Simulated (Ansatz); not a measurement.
Results of BLYP (Ansatz, a quantum-chemistry and plane-wave program, plane waves, PAW) for zinc-blende AlSb.

Settings: plane-wave cutoff 520 eV, 10×10×10 k mesh, Fermi–Dirac smearing 0.01 eV, scalar-relativistic PAW data made under PBE.

On both sides of the equilibrium volume: at 30.880 Å³/atom the pressure is 0.88 GPa and the direct gap at Γ 1.029 eV; at 32.141 Å³/atom they are -0.81 GPa and 0.729 eV. The fitted bulk modulus is 42.2 GPa.

Question: Work out the volume deformation potential of this gap and its pressure coefficient, in two ways.

Answer: a_V = dE_g/d ln V = (0.729 − 1.029)/ln(32.141/30.880) = -7.50 eV. Since dP = −B d ln V, dE_g/dP = −a_V/B = 178 meV/GPa. Straight from the pressures: (1.029 − 0.729)/(0.88 − (-0.81)) = 178 meV/GPa. At this level and over this range the gap at Γ widens under pressure.

Spin–orbit coupling is not included; with these elements it can move the gap by several tenths of an eV or more.
